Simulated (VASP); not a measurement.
# Mg2Si (Fm-3m) in VASP: a series of runs

The runs below take Mg2Si through relaxation of cell and atoms, with PBEsol, LDA.

Everything below comes from runs of VASP 6.6.1. Logs are shortened: lines on timing, memory, paths and dates and some standing lists are left out, and cuts for length are marked.

### 1 Starting point

Symmetry: Fm-3m, No. 225, cubic system. Conventional cell: a = 6.391 Å, b = 6.391 Å, c = 6.391 Å, α = 90.00°, β = 90.00°, γ = 90.00°. Mg (site symmetry -43m) has 4 Si at 2.77 Å as nearest neighbours. Around Si (site symmetry m-3m) lie 8 Mg at 2.77 Å.

### 2 Relaxation of cell and atoms, PBEsol

INCAR

```
SYSTEM = Mg2Si
ALGO = Normal
EDIFF = 1E-6
EDIFFG = -0.01
ENCUT = 600
GGA = PS
IBRION = 2
ISIF = 3
ISMEAR = 0
KPAR = 2
LASPH = .True.
LCHARG = .False.
LREAL = .False.
LWAVE = .False.
NELM = 80
NSW = 90
PREC = Accurate
SIGMA = 0.03
```

KPOINTS

```
k-points
0
Gamma
  10 10 10
  0 0 0
```

POSCAR

```
Mg2Si
1.0
    0.0000000000      3.1955000000      3.1955000000
    3.1955000000      0.0000000000      3.1955000000
    3.1955000000      3.1955000000      0.0000000000
Mg Si
2 1
Direct
    0.2500000000      0.2500000000      0.2500000000
    0.7500000000      0.7500000000      0.7500000000
    0.0000000000      0.0000000000      0.0000000000
```

Potentials or basis: VASP PAW PBE potentials, release 64 (Mg, Si).

Command:

```bash
$ cat potpaw_PBE.64/Mg/POTCAR potpaw_PBE.64/Si/POTCAR > POTCAR
$ mpirun -np 2 vasp_std > vasp.out
```

OUTCAR:

```text
SYSTEM = Mg2Si
   EDIFF = 1E-6
   EDIFFG = -0.01
   ENCUT = 600
   GGA = PS
   IBRION = 2
   ISIF = 3
   ISMEAR = 0
   LASPH = .True.
   LREAL = .False.
   NELM = 80
   NSW = 90
   PREC = Accurate

 ion  position               nearest neighbor table
   1  0.250  0.250  0.250-   3 2.77   3 2.77   3 2.77   3 2.77   2 3.20   2 3.20   2 3.20   2 3.20
                             2 3.20   2 3.20
   2  0.750  0.750  0.750-   3 2.77   3 2.77   3 2.77   3 2.77   1 3.20   1 3.20   1 3.20   1 3.20
                             1 3.20   1 3.20
   3  0.000  0.000  0.000-   2 2.77   2 2.77   2 2.77   1 2.77   2 2.77   1 2.77   1 2.77   1 2.77

  LATTYP: Found a face centered cubic cell.
 ALAT       =     6.3910000000

  Lattice vectors:

 A1 = (   0.0000000000,   3.1955000000,   3.1955000000)
 A2 = (   3.1955000000,   0.0000000000,   3.1955000000)
 A3 = (   3.1955000000,   3.1955000000,   0.0000000000)

Analysis of symmetry for initial positions (statically):
=====================================================================
 Subroutine PRICEL returns:
 Original cell was already a primitive cell.

 Routine SETGRP: Setting up the symmetry group for a
 face centered cubic supercell.

 Subroutine GETGRP returns: Found 48 space group operations
 (whereof 48 operations were pure point group operations)
 out of a pool of 48 trial point group operations.

The static configuration has the point symmetry O_h .

Analysis of symmetry for dynamics (positions and initial velocities):
=====================================================================
 Subroutine PRICEL returns:
 Original cell was already a primitive cell.

 Routine SETGRP: Setting up the symmetry group for a
 face centered cubic supercell.

 Subroutine GETGRP returns: Found 48 space group operations
 (whereof 48 operations were pure point group operations)
 out of a pool of 48 trial point group operations.

The dynamic configuration has the point symmetry O_h .

 Subroutine INISYM returns: Found 48 space group operations
 (whereof 48 operations are pure point group operations),
 and found     1 'primitive' translations

----------------------------------------------------------------------------------------

                                     Primitive cell

  volume of cell :      65.2599

  direct lattice vectors                    reciprocal lattice vectors
     0.000000000  3.195500000  3.195500000    -0.156470036  0.156470036  0.156470036
     3.195500000  0.000000000  3.195500000     0.156470036 -0.156470036  0.156470036
     3.195500000  3.195500000  0.000000000     0.156470036  0.156470036 -0.156470036

  length of vectors
     4.519119439  4.519119439  4.519119439     0.271014052  0.271014052  0.271014052

  position of ions in fractional coordinates (direct lattice)
     0.250000000  0.250000000  0.250000000
     0.750000000  0.750000000  0.750000000
     0.000000000  0.000000000  0.000000000

  ion indices of the primitive-cell ions
   primitive index   ion index
                 1           1
                 2           2
                 3           3

----------------------------------------------------------------------------------------

 KPOINTS: k-points

Automatic generation of k-mesh.
 Grid dimensions read from file:
 generate k-points for:   10   10   10

 Generating k-lattice:

  Cartesian coordinates                     Fractional coordinates (reciprocal lattice)
    -0.015647004  0.015647004  0.015647004     0.100000000  0.000000000  0.000000000
     0.015647004 -0.015647004  0.015647004     0.000000000  0.100000000  0.000000000
     0.015647004  0.015647004 -0.015647004     0.000000000  0.000000000  0.100000000

  Length of vectors
     0.027101405  0.027101405  0.027101405

  Shift w.r.t. Gamma in fractional coordinates (k-lattice)
     0.000000000  0.000000000  0.000000000

 Subroutine IBZKPT returns following result:
 ===========================================

 Found     47 irreducible k-points:

 Following reciprocal coordinates:
            Coordinates               Weight
  0.000000  0.000000  0.000000      1.000000
  0.100000  0.000000  0.000000      8.000000
  0.200000  0.000000  0.000000      8.000000
  0.300000  0.000000  0.000000      8.000000
  0.400000  0.000000  0.000000      8.000000
  0.500000  0.000000  0.000000      4.000000
[... 16 lines left out ...]
  0.300000  0.300000  0.000000      6.000000
  0.400000  0.300000  0.000000     24.000000
 [... further k-points ...]
   k-points           NKPTS =     47   k-points in BZ     NKDIM =     47   number of bands    NBANDS=      8
   number of dos      NEDOS =    301   number of ions     NIONS =      3
   total plane-waves  NPLWV =  46656
   dimension x,y,z NGX =    36 NGY =   36 NGZ =   36
   dimension x,y,z NGXF=    72 NGYF=   72 NGZF=   72
   ions per type =               2   1
   NGX,Y,Z   is equivalent  to a cutoff of  13.24, 13.24, 13.24 a.u.
   NGXF,Y,Z  is equivalent  to a cutoff of  26.49, 26.49, 26.49 a.u.
 SYSTEM =  Mg2Si
   PREC   = accura    normal or accurate (medium, high low for compatibility)
   ISTART =      0    job   : 0-new  1-cont  2-samecut
   ICHARG =      2    charge: 1-file 2-atom 10-const
   ISPIN  =      1    spin polarized calculation?
   LNONCOLLINEAR =      F non collinear calculations
   LSORBIT =      F    spin-orbit coupling
   LASPH  =      T    aspherical Exc in radial PAW
   ENCUT  =  600.0 eV  44.10 Ry    6.64 a.u.   9.03  9.03  9.03*2*pi/ulx,y,z
   NELM   =     80;   NELMIN=  2; NELMDL= -5     # of ELM steps
   EDIFF  = 0.1E-05   stopping-criterion for ELM
   LREAL  =      F    real-space projection
   EDIFFG = -.1E-01   stopping-criterion for IOM
   NSW    =     90    number of steps for IOM
   IBRION =      2    ionic relax: 0-MD 1-quasi-New 2-CG
   NFREE  =      1    steps in history (QN), initial steepest desc. (CG)
   ISIF   =      3    stress and relaxation
   ISYM   =      2    0-nonsym 1-usesym 2-fastsym
   POTIM  = 0.5000    time-step for ionic-motion
   TEBEG  =    0.0;   TEEND  =   0.0 temperature during run
   PSTRESS=    0.0 pullay stress
   NELECT =       8.0000    total number of electrons
   NUPDOWN=      -1.0000    fix difference up-down
   EMIN   =  10.00;   EMAX   =-10.00  energy-range for DOS
   EFERMI =   0.00;   METHOD = LEGACY
   ISMEAR =     0;   SIGMA  =   0.03  broadening in eV -4-tet -1-fermi 0-gaus
   EFERMI_NEDOS =   21; number of points for ismear=-14 and -15
   IALGO  =     38    algorithm
   IMIX   =      4    mixing-type and parameters
     AMIX     =   0.40;   BMIX     =  1.00
     AMIX_MAG =   1.60;   BMIX_MAG =  1.00
  volume/ion in A,a.u.               =      21.75       146.80
  Fermi-wavevector in a.u.,A,eV,Ry     =   0.813247  1.536815  8.998503  0.661371
  Thomas-Fermi vector in A             =   1.922938
   LORBIT       =      0    0 simple, 1 ext, 2 COOP (PROOUT), +10 PAW based schemes
   GGA     = PS    functional components
   LHFCALC =     F    Hartree Fock is set to
   AEXX    =    0.0000 exact exchange contribution
   IVDW    =     0    specifies the selected vdW correction
   LEPSILON=     F    determine dielectric tensor
   LRPA    =     F    only Hartree local field effects (RPA)
 conjugate gradient relaxation of ions
 non-spin polarized calculation
 Gauss-broadening in eV      SIGMA  =   0.03
  energy-cutoff  :      600.00
  volume of cell :       65.26
 maximum number of plane-waves:      2200
   NGX = 17   NGY = 17   NGZ = 17

--------------------------------------- Ionic step        1  -------------------------------------------

 number of electron       8.0000000 magnetization

 Free energy of the ion-electron system (eV)
  ---------------------------------------------------
  ext. energy  EPLUGINS =         0.00000000
  ---------------------------------------------------
  free energy    TOTEN  =        -9.66173031 eV

  energy without entropy =       -9.66173008  energy(sigma->0) =       -9.66173019

------------------------ aborting loop because EDIFF is reached ----------------------------------------

  FORCE on cell =-STRESS in cart. coord.  units (eV):
  Direction    XX          YY          ZZ          XY          YZ          ZX
  --------------------------------------------------------------------------------------
  -------------------------------------------------------------------------------------
  Total       -0.6755146     -0.6755146     -0.6755146      0.0000000      0.0000000     -0.0000000
  in kB      -16.5843647    -16.5843647    -16.5843647      0.0000000      0.0000000     -0.0000000
  external PRESSURE =     -16.5843647 kB  Pullay stress =       0.0000000 kB
[... 59 lines left out ...]
  energy  without entropy=       -9.6724074138  energy(sigma->0) =       -9.67240925

--------------------------------------- Ionic step        3  -------------------------------------------

 number of electron       8.0000000 magnetization

 Free energy of the ion-electron system (eV)
  ---------------------------------------------------
  ext. energy  EPLUGINS =         0.00000000
  ---------------------------------------------------
  free energy    TOTEN  =        -9.67243531 eV

  energy without entropy =       -9.67243200  energy(sigma->0) =       -9.67243366

 E-fermi :   3.6820     XC(G=0):  -8.9162

 val. band max:        3.6265124169   @ k =   0.0000   0.0000   0.0000
 cond. band min:       3.7375110526   @ k =   0.5000   0.5000   0.0000
 fundamental gap:      0.1109986357
 Fermi energy:         3.6820118032

 k-point     1 :       0.0000    0.0000    0.0000
  band No.  band energies     occupation
      1      -5.5465      2.00000
      2       3.6265      1.99111
      3       3.6265      1.99111
      4       3.6265      1.99111
      5       5.5138      0.00000
      6       6.1870      0.00000
      7       6.1870      0.00000
      8       6.1870      0.00000
[... 243 lines left out ...]
 k-point    24 :       0.4000    0.3000    0.0000
  band No.  band energies     occupation
      1      -4.1542      2.00000
      2       0.0450      2.00000
      3       1.5874      2.00000
      4       1.9632      2.00000
      5       4.3946      0.00000
      6       4.9338      0.00000
      7       9.1163      0.00000
      8       9.1994      0.00000

 [... further k-points ...]

------------------------ aborting loop because EDIFF is reached ----------------------------------------

  FORCE on cell =-STRESS in cart. coord.  units (eV):
  Direction    XX          YY          ZZ          XY          YZ          ZX
  --------------------------------------------------------------------------------------
  -------------------------------------------------------------------------------------
  Total        0.0000525      0.0000525      0.0000525     -0.0000000     -0.0000000      0.0000000
  in kB        0.0013304      0.0013304      0.0013304     -0.0000000     -0.0000000      0.0000000
  external PRESSURE =       0.0013304 kB  Pullay stress =       0.0000000 kB
[... 18 lines left out ...]
  FREE ENERGIE OF THE ION-ELECTRON SYSTEM (eV)
  ---------------------------------------------------
  free  energy   TOTEN  =        -9.6724353139 eV

  energy  without entropy=       -9.6724319998  energy(sigma->0) =       -9.67243366

 reached required accuracy - stopping structural energy minimisation
```

It took 38 s on 2 MPI ranks of Intel Xeon Platinum 8259CL at 2.50GHz (Skylake/Cascade Lake), shared host; peak memory 0.22 GiB.

Results:

- Free energy: -9.6724 eV
- Relaxed volume: 21.08 Å³/atom
- Relaxed cell: a = 4.472 Å, b = 4.472 Å, c = 4.472 Å, α = 60.00°, β = 60.00°, γ = 60.00°
- Space group after relaxing (to 0.05 Å): Fm-3m (No. 225)
- Energy gained by relaxing: 3.6 meV/atom
- Ionic steps: 3
- Pressure after relaxing: 0.0 GPa
- Band gap on the k mesh: 0.11 eV, indirect (least direct gap 1.89 eV)

The path:
| step | energy change (eV) | largest force (eV/Å) | pressure (GPa) | volume (Å³) |
| --- | --- | --- | --- | --- |
| 1 | 0.0000 | 0.0000 | -1.66 | 65.26 |
| 2 | -0.0107 | 0.0000 | 0.09 | 63.16 |
| 3 | -0.0107 | 0.0000 | 0.00 | 63.25 |

Final structure:
```
Mg Si
1.0
     0.00000    3.16240    3.16240
     3.16240    0.00000    3.16240
     3.16240    3.16240    0.00000
Mg Si
2 1
Direct
  0.25000 0.25000 0.25000
  0.75000 0.75000 0.75000
  0.00000 0.00000 0.00000
```

Caveat: the PAW data sets were made with another functional, which shifts forces and pressure a little.

### 3 Relaxation of cell and atoms, PBEsol

This run uses another cell than the first one, of 21.08 Å³/atom, 0.969 times its volume.

Edit INCAR of step 2 so:

```diff
@@ -2,4 +2,4 @@
 ALGO = Normal
-EDIFF = 1E-6
-EDIFFG = -0.01
+EDIFF = 1E-7
+EDIFFG = -0.005
 ENCUT = 600
```

KPOINTS is that of step 2.

POSCAR

```
Mg2Si                                   
1.0
   -0.0000000000      3.1623955246      3.1623955246
    3.1623955246      0.0000000000      3.1623955246
    3.1623955246      3.1623955246     -0.0000000000
  Mg              Si            
     2     1
Direct
     0.2500000000000000    0.2500000000000000    0.2500000000000000
     0.7500000000000000    0.7500000000000000    0.7500000000000000
     0.0000000000000000    0.0000000000000000    0.0000000000000000
```

Potentials or basis: VASP PAW PBE potentials, release 64 (Mg, Si).

Command:

```bash
$ cat potpaw_PBE.64/Mg/POTCAR potpaw_PBE.64/Si/POTCAR > POTCAR
$ mpirun -np 2 vasp_std > vasp.out
```

It took 16 s on 2 MPI ranks of Intel Xeon Platinum 8259CL at 2.50GHz (Skylake/Cascade Lake), shared host; peak memory 0.21 GiB.

The run converged. Its results:

| Property | Result |
| --- | --- |
| Free energy | -9.6724 eV |
| Pressure after relaxing | 0.0 GPa |
| Band gap on the k mesh | 0.11 eV, indirect (least direct gap 1.89 eV) |

Final structure:
```
CELL_PARAMETERS angstrom
0.00000 3.16240 3.16240
3.16240 0.00000 3.16240
3.16240 3.16240 0.00000
ATOMIC_POSITIONS crystal
Mg 0.25000 0.25000 0.25000
Mg 0.75000 0.75000 0.75000
Si 0.00000 0.00000 0.00000
```

Levels at points of the mesh, in eV from the valence-band top:
```csv
k point,band 1,band 2,band 3,band 4,band 5,band 6,band 7,band 8
"(0.00, 0.00, 0.00)",-9.17,0.00,0.00,0.00,1.89,2.56,2.56,2.56
"(0.50, 0.00, 0.00)",-7.72,-4.82,-0.71,-0.71,1.29,2.52,2.52,4.94
"(0.50, 0.50, 0.00)",-7.15,-4.47,-1.97,-1.97,0.11,0.41,7.95,7.95
```

Caveat: the relaxation stopped at its first step, so nothing moved; the PAW data sets were made with another functional, which shifts forces and pressure a little. A k mesh can miss the band edges.

### 4 Relaxation of cell and atoms, LDA

INCAR

```
SYSTEM = Mg2Si
PREC = Accurate
ENCUT = 600
EDIFF = 1E-6
ISMEAR = 0
SIGMA = 0.03
LREAL = .False.
LASPH = .True.
NELM = 80
ALGO = Normal
ISIF = 3
LWAVE = .False.
LCHARG = .False.
GGA = CA
IBRION = 2
NSW = 90
EDIFFG = -0.01
KPAR = 2
```

KPOINTS

```
regular mesh
0
Gamma
  10 10 10
  0 0 0
```

POSCAR

```
Mg2Si
1.0
    0.0000000000      3.1955000000      3.1955000000
    3.1955000000      0.0000000000      3.1955000000
    3.1955000000      3.1955000000      0.0000000000
Mg Si
2 1
Direct
    0.2500000000      0.2500000000      0.2500000000
    0.7500000000      0.7500000000      0.7500000000
    0.0000000000      0.0000000000      0.0000000000
```

Potentials or basis: VASP PAW LDA potentials, release 64 (Mg, Si).

Command:

```bash
$ cat potpaw_LDA.64/Mg/POTCAR potpaw_LDA.64/Si/POTCAR > POTCAR
$ mpirun -np 2 vasp_std > vasp.out
```

It took 11 s on 2 MPI ranks of Intel Xeon 6975P-C (Granite Rapids), shared host; peak memory 0.19 GiB.

Results (log left out):

```yaml
Free_energy: -10.1332 eV
Relaxed_volume: 20.35 Å³/atom
Relaxed_cell: a = 4.420 Å, b = 4.420 Å, c = 4.420 Å, α = 60.00°, β = 60.00°, γ = 60.00°
Space_group_after_relaxing_to_0.05_Å: Fm-3m (No. 225)
Energy_gained_by_relaxing: 16.3 meV/atom
Ionic_steps: 3
Pressure_after_relaxing: 0.0 GPa
Band_gap_on_the_k_mesh: 0.11 eV, indirect (least direct gap 2.03 eV)
```

The path:
```tsv
step	energy change (eV)	largest force (eV/Å)	pressure (GPa)	volume (Å³)
1	0.0000	0.0000	-3.51	65.26
2	-0.0487	0.0000	0.19	60.86
3	-0.0488	0.0000	0.00	61.05
```

Final structure:
```xyz
3
Lattice="0.0000 3.1252 3.1252 3.1252 0.0000 3.1252 3.1252 3.1252 0.0000" Properties=species:S:1:pos:R:3 pbc="T T T"
Mg    1.5626    1.5626    1.5626
Mg    4.6878    4.6878    4.6878
Si    0.0000    0.0000    0.0000
```

Levels at points of the mesh, in eV from the valence-band top:
```
           k point  band 2  band 3  band 4  band 5  band 6  band 7
(0.00, 0.00, 0.00)    0.00    0.00    0.00    2.03    2.57    2.57
(0.50, 0.00, 0.00)   -4.94   -0.72   -0.72    1.33    2.53    2.53
(0.50, 0.50, 0.00)   -4.59   -2.02   -2.02    0.11    0.38    8.10
```
